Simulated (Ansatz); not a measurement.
## La under changes of volume

One of the cells (36.962 Å³/atom); the others are scaled copies at fixed shape and fractional positions:

```
CELL_PARAMETERS angstrom
3.75000 0.00000 0.00000
-1.87500 3.24760 0.00000
0.00000 0.00000 6.07000
ATOMIC_POSITIONS crystal
La 0.66667 0.33333 0.75000
La 0.33333 0.66667 0.25000
```

This isn't the form of La at room conditions, which is double hcp.

| Quantity | Value |
| --- | --- |
| Program | Ansatz 0.2.0 |
| Functional | PBE |
| Potentials or basis | PseudoDojo stringent (PBE files) |
| Cutoff | 1497 eV |
| Density cutoff | 5987 eV |
| k mesh | 8 × 8 × 5 |
| Occupations | fermi-dirac, width 0.05 eV |
| Spin | no spin polarisation |

| volume (Å³/atom) | energy over the lowest point (meV/atom) | pressure (GPa) |
| --- | --- | --- |
| 34.744 | 22.82 | 2.4 |
| 35.483 | 13.25 | 1.8 |
| 36.222 | ? | ? |
| 36.962 | 1.88 | 0.7 |
| 37.701 | 0.00 | 0.1 |
| 38.440 | 0.51 | -0.4 |
| 39.179 | 3.27 | -0.8 |

What does the run at 36.222 Å³/atom give?

Energy over the lowest point 6.27 meV/atom; pressure 1.2 GPa.

Worked out: A Birch-Murnaghan fit of order 3 (a polynomial in V^(-2/3)) to the other rows has its minimum at 37.91 Å³/atom with B0 = V·E''(V) = 26 GPa (rough, since the energies scatter) at fixed shape and positions, which overstates the stiffness. It gives 6.29 meV/atom at 36.222 Å³/atom, against the run's 6.27, and -dE/dV = 1.2 GPa, against 1.2.

Energies are extrapolated to zero smearing.
